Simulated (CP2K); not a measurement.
# W (Im-3m) in CP2K: further runs

The runs below take W through single point, equation of state, with r2SCAN.

All numbers are computed with CP2K 2026.2; they aren't measurements. Logs are shortened: lines on timing, memory, paths and dates and some standing lists are left out, and cuts for length are marked.

## 1. The structure

The structure is cubic, space group Im-3m (No. 229). The conventional cell has a = 3.165 Å, b = 3.165 Å, c = 3.165 Å, α = 90.00°, β = 90.00°, γ = 90.00°. W (site symmetry m-3m) has 8 W at 2.74 Å as nearest neighbours.

## 2. Single point, r2SCAN, 15.85 Å³/atom

w_eos.inp reads:

```
&GLOBAL
  PROJECT w_eos
  RUN_TYPE ENERGY_FORCE
  PRINT_LEVEL LOW
&END GLOBAL
&FORCE_EVAL
  METHOD QS
  STRESS_TENSOR ANALYTICAL
  &DFT
    BASIS_SET_FILE_NAME BASIS_MOLOPT_UZH
    POTENTIAL_FILE_NAME POTENTIAL_UZH
    &MGRID
      CUTOFF 675
      REL_CUTOFF 60
      NGRIDS 4
    &END MGRID
    &QS
      METHOD GPW
      EPS_DEFAULT 1.0E-9
    &END QS
    &KPOINTS
      SCHEME MONKHORST-PACK 12 12 12
      GAMMA_CENTERED T
      SYMMETRY T
      SYMMETRY_BACKEND SPGLIB
    &END KPOINTS
    &SCF
      SCF_GUESS ATOMIC
      EPS_SCF 1.0E-6
      MAX_SCF 100
      ADDED_MOS 11
      CHOLESKY OFF
      EPS_EIGVAL 1.0E-7
      &DIAGONALIZATION ON
        ALGORITHM STANDARD
      &END DIAGONALIZATION
      &MIXING ON
        METHOD BROYDEN_MIXING
        ALPHA 0.4
        BETA 1.5
        NBUFFER 8
      &END MIXING
      &SMEAR ON
        METHOD FERMI_DIRAC
        ELECTRONIC_TEMPERATURE [K] 580.226
      &END SMEAR
    &END SCF
    &XC
      &XC_FUNCTIONAL
        &MGGA_X_R2SCAN
        &END MGGA_X_R2SCAN
        &MGGA_C_R2SCAN
        &END MGGA_C_R2SCAN
      &END XC_FUNCTIONAL
    &END XC
    &PRINT
      &KPOINTS ON
      &END KPOINTS
      &MULLIKEN ON
      &END MULLIKEN
      &MO ON
        ENERGIES T
        OCCUPATION_NUMBERS T
        &EACH
          QS_SCF 0
        &END EACH
        ADD_LAST NUMERIC
      &END MO
    &END PRINT
  &END DFT
  &SUBSYS
    &CELL
      A 2.7407019351 0.0000000000 0.0000000000
      B -0.9135673117 2.5839585647 0.0000000000
      C -0.9135673117 -1.2919792823 2.2377737594
      PERIODIC XYZ
    &END CELL
    &COORD
      SCALED
      W   0.0000000000 0.0000000000 0.0000000000
    &END COORD
    &KIND W
      BASIS_SET TZVP-MOLOPT-SCAN-GTH-q14
      POTENTIAL GTH-SCAN-q14
    &END KIND
    &PRINT
      &ATOMIC_COORDINATES ON
      &END ATOMIC_COORDINATES
      &CELL ON
      &END CELL
    &END PRINT
  &END SUBSYS
  &PRINT
    &FORCES ON
    &END FORCES
    &STRESS_TENSOR ON
    &END STRESS_TENSOR
  &END PRINT
&END FORCE_EVAL
```

Potentials or basis: POTENTIAL_UZH W GTH-SCAN-q14; TZVP-MOLOPT-SCAN-GTH basis.

Run with:

```bash
$ OMP_NUM_THREADS=1 cp2k.psmp -i w_eos.inp -o w_eos.out
```

w_eos.out:

```text

 CP2K| version string:                                       CP2K version 2026.2
 CP2K| Input file name                                                 w_eos.inp

 GLOBAL| Force Environment number                                              1
 GLOBAL| Basis set file name                                    BASIS_MOLOPT_UZH
 GLOBAL| Potential file name                                       POTENTIAL_UZH
 GLOBAL| MM Potential file name                                     MM_POTENTIAL
 GLOBAL| Coordinate file name                                      __STD_INPUT__
 GLOBAL| Method name                                                        CP2K
 GLOBAL| Project name                                                      w_eos
 GLOBAL| Run type                                                   ENERGY_FORCE
 GLOBAL| FFT library                                                       FFTW3
 GLOBAL| Diagonalization library                                       ScaLAPACK
 GLOBAL| Cholesky decomposition library                                ScaLAPACK
 GLOBAL| DGEMM library                                                      BLAS
 GLOBAL| Direct generalized diagonalization requested                          F
 GLOBAL| Matrix multiplication library                                 ScaLAPACK
 GLOBAL| Global print level                                                  LOW
 GLOBAL| Total number of message passing processes                             1
 GLOBAL| Number of threads for this process                                    1
 GLOBAL| CPU model name                                                  UNKNOWN

 CELL| Volume [angstrom^3]:                                            15.847601
 CELL| Vector a [angstrom]:       2.741     0.000     0.000   |a| =     2.740702
 CELL| Vector b [angstrom]:      -0.914     2.584     0.000   |b| =     2.740702
 CELL| Vector c [angstrom]:      -0.914    -1.292     2.238   |c| =     2.740702
 CELL| Angle (b,c), alpha [degree]:                                   109.471221
 CELL| Angle (a,c), beta  [degree]:                                   109.471221
 CELL| Angle (a,b), gamma [degree]:                                   109.471221
 CELL| Numerically orthorhombic:                                              NO
 CELL| Periodicity                                                           XYZ

 CELL_REF| Volume [angstrom^3]:                                        15.847601
 CELL_REF| Vector a [angstrom     2.741     0.000     0.000   |a| =     2.740702
 CELL_REF| Vector b [angstrom    -0.914     2.584     0.000   |b| =     2.740702
 CELL_REF| Vector c [angstrom    -0.914    -1.292     2.238   |c| =     2.740702
 CELL_REF| Angle (b,c), alpha [degree]:                               109.471221
 CELL_REF| Angle (a,c), beta  [degree]:                               109.471221
 CELL_REF| Angle (a,b), gamma [degree]:                               109.471221
 CELL_REF| Numerically orthorhombic:                                          NO
 CELL_REF| Periodicity                                                       XYZ

 GENERATE|  Preliminary Number of Bonds generated:                             0
 GENERATE|  Achieved consistency in connectivity generation.

 *******************************************************************************
 *******************************************************************************
 **            Copyright (C) by CP2K developers group (2000-2026)             **
 *******************************************************************************

 TOTAL NUMBERS AND MAXIMUM NUMBERS

  Total number of            - Atomic kinds:                                   1
                             - Atoms:                                          1
                             - Shell sets:                                     1
                             - Shells:                                        11
                             - Primitive Cartesian functions:                  6
                             - Cartesian basis functions:                     41
                             - Spherical basis functions:                     35

  Maximum angular momentum of- Orbital basis functions:                        3
                             - Local part of the GTH pseudopotential:          2
                             - Non-local part of the GTH pseudopotential:      4

 MODULE QUICKSTEP: ATOMIC COORDINATES IN ANGSTROM

   Atom Kind Element         X             Y             Z       Z(eff)     Mass
      1    1 W    74      0.000000      0.000000      0.000000  14.0000 183.8400

[... 16 lines left out ...]
                        --------------------------------------------------------
                        Smear method:                                FERMI_DIRAC
                        Electronic temperature [K]:                        580.2
                        Electronic temperature [a.u.]:                  1.84E-03
                        Accuracy threshold:                             1.00E-10
                        --------------------------------------------------------
                        No outer SCF

 *******************************************************************************
                                    Kpoints
 *******************************************************************************
 BRILLOUIN| K-point scheme                                        Monkhorst-Pack
 BRILLOUIN| K-Point grid                                            12   12   12
 BRILLOUIN| Gamma-centered k-point mesh                                     ON
 BRILLOUIN| K-point symmetry accuracy                               0.100000E-05
 BRILLOUIN| K-Point point group symmetrization                                ON
 BRILLOUIN| Symmetry backend                                             SPGLIB
 BRILLOUIN| Symmetry reduction method                                    SPGLIB
 BRILLOUIN| Wavefunction type                                            COMPLEX
 BRILLOUIN| List of Kpoints [2 Pi/Bohr]                                       72
 BRILLOUIN| Number           Weight            X              Y              Z
 BRILLOUIN|     1           0.00463       -0.41667       -0.41667       -0.41667
 BRILLOUIN|     2           0.01389       -0.41667       -0.41667       -0.33333
 BRILLOUIN|     3           0.01389       -0.41667       -0.41667       -0.25000
 BRILLOUIN|     4           0.01389       -0.41667       -0.41667       -0.16667
 BRILLOUIN|     5           0.00694       -0.41667       -0.41667       -0.08333
 BRILLOUIN|     6           0.01389       -0.41667       -0.41667        0.33333
[... 32 lines left out ...]
 BRILLOUIN|    39           0.02778       -0.33333       -0.16667        0.00000
 BRILLOUIN|    40           0.01389       -0.33333       -0.16667        0.16667
 [... further k-points ...]
 *******************************************************************************

 Extrapolation method: initial_guess

 Number of electrons:                                                         14
 Number of occupied orbitals:                                                  7
 Number of molecular orbitals:                                                18

 Number of orbital functions:                                                 35
 Number of independent orbital functions:                                     35

 SCF WAVEFUNCTION OPTIMIZATION

  Step     Update method      Time    Convergence         Total energy    Change
  ------------------------------------------------------------------------------
     1 NoMix/Diag. 0.40E+00   14.1     2.02406273       -68.4848322614 -6.85E+01
     2 Broy./Diag. 0.40E+00   12.6     0.03043491       -68.5783891087 -9.36E-02
     3 Broy./Diag. 0.40E+00   12.6     0.05728932       -68.1783940641  4.00E-01
     4 Broy./Diag. 0.40E+00   12.6     0.01646432       -67.9643350469  2.14E-01
     5 Broy./Diag. 0.40E+00   12.7     0.00475580       -67.9791779600 -1.48E-02
     6 Broy./Diag. 0.40E+00   12.8     0.00023820       -67.9801929213 -1.01E-03
     7 Broy./Diag. 0.40E+00   12.7     0.00058755       -67.9808002334 -6.07E-04
     8 Broy./Diag. 0.40E+00   12.8     0.00001382       -67.9808359270 -3.57E-05
     9 Broy./Diag. 0.40E+00   12.7     0.00002435       -67.9808336942  2.23E-06
    10 Broy./Diag. 0.40E+00   12.8     0.00000031       -67.9808286900  5.00E-06

  *** SCF run converged in    10 steps ***

  Electronic density on regular grids:        -13.9999999999        0.0000000001
  Core density on regular grids:               13.9999999865       -0.0000000135
  Total charge density on r-space grids:       -0.0000000134
  Total charge density g-space grids:          -0.0000000134

  Overlap energy of the core charge distribution:               0.00000000265424
  Self energy of the core charge distribution:               -101.53458943314359
  Core Hamiltonian energy:                                     22.22693154781770
  Hartree energy:                                              19.03819896533033
  Exchange-correlation energy:                                 -7.71118540911486
  Electronic entropic energy:                                  -0.00018436355912
  Fermi energy:                                                 0.57706633286515

  Total energy:                                               -67.98082868996582
  Total energy (extrapolated to T->0):                        -67.98073650818625

 MO| EIGENVALUES AND OCCUPATION NUMBERS FOR K POINT 1
 MO|
 MO|  Index      Eigenvalue [a.u.]        Eigenvalue [eV]             Occupation
 MO|      1              -2.156892             -58.692025               2.000000
 MO|      2              -0.860938             -23.427316               2.000000
 MO|      3              -0.860938             -23.427316               2.000000
 MO|      4              -0.843685             -22.957826               2.000000
 MO|      5               0.405830              11.043185               2.000000
 MO|      6               0.405830              11.043185               2.000000
[... 327 lines left out ...]
 MO|     17               1.777061              48.356299               0.000000
 MO|     18               1.937011              52.708749               0.000000
 MO| Sum:                                                              14.000000
 MO| E(Fermi):            0.577066 a.u.         15.702773 eV
 MO| Band gap:            0.215028 a.u.          5.851207 eV

 [... the levels of further k-points ...]

 !-----------------------------------------------------------------------------!
                     Mulliken Population Analysis

 #  Atom  Element  Kind  Atomic population                           Net charge
       1     W        1         14.000000                             -0.000000
 # Total charge                             14.000000                 -0.000000

 !-----------------------------------------------------------------------------!

 ENERGY| Total FORCE_EVAL ( QS ) energy [hartree]            -67.980828415516683

 FORCES| Atomic forces [hartree/bohr]
 FORCES|   Atom     x               y               z               |f|
 FORCES|      1 -1.50826766E-14  3.13290170E-14  8.81988960E-16   3.47817818E-14
 FORCES| Sum    -1.50826766E-14  3.13290170E-14  8.81988960E-16
 FORCES| Total atomic force                                       3.47817818E-14

 STRESS| Analytical stress tensor [bar]
 STRESS|                        x                   y                   z
 STRESS|      x       -4.11115137931E+04   5.58161426678E-02   9.71209192577E-02
 STRESS|      y        5.58161426678E-02  -4.11114738081E+04   1.36986771166E-01
 STRESS|      z        9.71209192577E-02   1.36986771166E-01  -4.11113163261E+04
 STRESS| 1/3 Trace                                            -4.11114346424E+04
 STRESS| Determinant                                          -6.94844936583E+13

 STRESS| Eigenvectors and eigenvalues of the analytical stress tensor [bar]
 STRESS|                        1                   2                   3
 STRESS| Eigenvalues  -4.11115536261E+04  -4.11115528982E+04  -4.11111974029E+04
 STRESS|      x           0.822502233240      0.460546267785      0.333747227022
 STRESS|      y           0.277190792646     -0.836976366932      0.471843009559
 STRESS|      z          -0.496644078579      0.295580270700      0.816074115988
```

It took 2.9 min on 1 thread of Arm Neoverse V2, shared host; peak memory 0.3 GiB.

What came out:

```
Free energy            : -1849.8524 eV
Pressure               : -4.1 GPa
Band gap on the k mesh : none (metal or under the smearing width)
```

Caveat: the basis of atomic orbitals isn't converged, which shifts pressures, moduli and gaps.

## 3. Single point, r2SCAN, 15.53 Å³/atom (volume scaled by 0.98)

w_eos.inp: that of step 2 with these lines changed.

```diff
@@ -11,2 +11,3 @@
     POTENTIAL_FILE_NAME POTENTIAL_UZH
+    WFN_RESTART_FILE_NAME previous-RESTART.kp
     &MGRID
@@ -27,3 +28,3 @@
     &SCF
-      SCF_GUESS ATOMIC
+      SCF_GUESS RESTART
       EPS_SCF 1.0E-6
@@ -72,5 +73,5 @@
     &CELL
-      A 2.7407019351 0.0000000000 0.0000000000
-      B -0.9135673117 2.5839585647 0.0000000000
-      C -0.9135673117 -1.2919792823 2.2377737594
+      A 2.7223074081 0.0000000000 0.0000000000
+      B -0.9074358027 2.5666160384 0.0000000000
+      C -0.9074358027 -1.2833080191 2.2227546910
       PERIODIC XYZ
```

Potentials or basis: POTENTIAL_UZH W GTH-SCAN-q14; TZVP-MOLOPT-SCAN-GTH basis.

Run with:

```bash
$ OMP_NUM_THREADS=1 cp2k.psmp -i w_eos.inp -o w_eos.out
```

Wall time 2.7 min (1 thread of Arm Neoverse V2, shared host); peak memory 0.3 GiB.

Results (log left out):

- Free energy: -1849.8545 eV
- Pressure: 2.1 GPa
- Band gap on the k mesh: none (metal or under the smearing width)

Caveat: the basis of atomic orbitals isn't converged, which shifts pressures, moduli and gaps.

## 4. Single point, r2SCAN, 16.16 Å³/atom (volume scaled by 1.02)

w_eos.inp: that of step 3 with these lines changed.

```diff
@@ -73,5 +73,5 @@
     &CELL
-      A 2.7223074081 0.0000000000 0.0000000000
-      B -0.9074358027 2.5666160384 0.0000000000
-      C -0.9074358027 -1.2833080191 2.2227546910
+      A 2.7588528080 0.0000000000 0.0000000000
+      B -0.9196176027 2.6010713718 0.0000000000
+      C -0.9196176027 -1.3005356858 2.2525938851
       PERIODIC XYZ
```

Run with:

```bash
$ OMP_NUM_THREADS=1 cp2k.psmp -i w_eos.inp -o w_eos.out
```

Wall time 2.6 min (1 thread of Arm Neoverse V2, shared host); peak memory 0.3 GiB.

It converged, with:

* Free energy: -1849.8386 eV
* Pressure: -9.8 GPa
* Band gap on the k mesh: none (metal or under the smearing width)

Caveat: the basis of atomic orbitals isn't converged, which shifts pressures, moduli and gaps.

## 5. Single point, r2SCAN, 15.21 Å³/atom (volume scaled by 0.96)

w_eos.inp: that of step 4 with these lines changed.

```diff
@@ -73,5 +73,5 @@
     &CELL
-      A 2.7588528080 0.0000000000 0.0000000000
-      B -0.9196176027 2.6010713718 0.0000000000
-      C -0.9196176027 -1.3005356858 2.2525938851
+      A 2.7036608818 0.0000000000 0.0000000000
+      B -0.9012202939 2.5490359247 0.0000000000
+      C -0.9012202939 -1.2745179623 2.2075298660
       PERIODIC XYZ
```

Run with:

```bash
$ OMP_NUM_THREADS=1 cp2k.psmp -i w_eos.inp -o w_eos.out
```

Run time: 3.1 min. Hardware: 1 thread of Arm Neoverse V2, shared host; peak memory 0.3 GiB.

The run converged. Its results:

| Quantity | Value |
| --- | --- |
| Free energy | -1849.8435 eV |
| Pressure | 9.1 GPa |
| Band gap on the k mesh | none (metal or under the smearing width) |

Caveat: the basis of atomic orbitals isn't converged, which shifts pressures, moduli and gaps.

## 6. Single point, r2SCAN, 16.48 Å³/atom (volume scaled by 1.04)

w_eos.inp: that of step 5 with these lines changed.

```diff
@@ -73,5 +73,5 @@
     &CELL
-      A 2.7036608818 0.0000000000 0.0000000000
-      B -0.9012202939 2.5490359247 0.0000000000
-      C -0.9012202939 -1.2745179623 2.2075298660
+      A 2.7767679386 0.0000000000 0.0000000000
+      B -0.9255893129 2.6179619189 0.0000000000
+      C -0.9255893129 -1.3089809594 2.2672215280
       PERIODIC XYZ
```

Potentials or basis: POTENTIAL_UZH W GTH-SCAN-q14; TZVP-MOLOPT-SCAN-GTH basis.

Run with:

```bash
$ OMP_NUM_THREADS=1 cp2k.psmp -i w_eos.inp -o w_eos.out
```

Wall time 2.9 min (1 thread of Arm Neoverse V2, shared host); peak memory 0.3 GiB.

It converged, with:

```yaml
Free_energy: -1849.8141 eV
Pressure: -14.9 GPa
Band_gap_on_the_k_mesh: none (metal or under the smearing width)
```

Caveat: the basis of atomic orbitals isn't converged, which shifts pressures, moduli and gaps.

## 7. Single point, r2SCAN, 14.90 Å³/atom (volume scaled by 0.94)

w_eos.inp: that of step 6 with these lines changed.

```diff
@@ -73,5 +73,5 @@
     &CELL
-      A 2.7767679386 0.0000000000 0.0000000000
-      B -0.9255893129 2.6179619189 0.0000000000
-      C -0.9255893129 -1.3089809594 2.2672215280
+      A 2.6847535438 0.0000000000 0.0000000000
+      B -0.8949178479 2.5312099155 0.0000000000
+      C -0.8949178479 -1.2656049577 2.1920920892
       PERIODIC XYZ
```

Run with:

```bash
$ OMP_NUM_THREADS=1 cp2k.psmp -i w_eos.inp -o w_eos.out
```

It took 3.1 min on 1 thread of Arm Neoverse V2, shared host; peak memory 0.3 GiB.

The run converged. Its results:

```yaml
Free_energy: -1849.8180 eV
Pressure: 16.8 GPa
Band_gap_on_the_k_mesh: none (metal or under the smearing width)
```

Caveat: the basis of atomic orbitals isn't converged, which shifts pressures, moduli and gaps.

## 8. Single point, r2SCAN, 16.80 Å³/atom (volume scaled by 1.06)

w_eos.inp: that of step 7 with these lines changed.

```diff
@@ -73,5 +73,5 @@
     &CELL
-      A 2.6847535438 0.0000000000 0.0000000000
-      B -0.8949178479 2.5312099155 0.0000000000
-      C -0.8949178479 -1.2656049577 2.1920920892
+      A 2.7944548355 0.0000000000 0.0000000000
+      B -0.9314849452 2.6346372852 0.0000000000
+      C -0.9314849452 -1.3173186425 2.2816628188
       PERIODIC XYZ
```

Run with:

```bash
$ OMP_NUM_THREADS=1 cp2k.psmp -i w_eos.inp -o w_eos.out
```

Run time: 2.7 min. Hardware: 1 thread of Arm Neoverse V2, shared host; peak memory 0.29 GiB.

Results (log left out):

```yaml
Free_energy: -1849.7799 eV
Pressure: -19.6 GPa
Band_gap_on_the_k_mesh: none (metal or under the smearing width)
```

Caveat: the basis of atomic orbitals isn't converged, which shifts pressures, moduli and gaps.

## 9. Equation of state, r2SCAN

Potentials or basis: POTENTIAL_UZH W GTH-SCAN-q14; TZVP-MOLOPT-SCAN-GTH basis.

This step only gathers the single runs of the series.

What came out:

- Equilibrium volume: 15.64 Å³/atom
- Bulk modulus: 314 GPa
- Pressure derivative of the bulk modulus: 4.0

Energy against volume, from the lowest point:
| volume (Å³/atom) | energy (meV/atom) |
| --- | --- |
| 14.897 | 36.42 |
| 15.214 | 10.98 |
| 15.531 | 0.00 |
| 15.848 | 2.04 |
| 16.165 | 15.87 |
| 16.482 | 40.37 |
| 16.798 | 74.55 |

Caveat: the basis of atomic orbitals isn't converged, which shifts pressures, moduli and gaps. The run has no spin-orbit coupling, so splittings on W are missing.
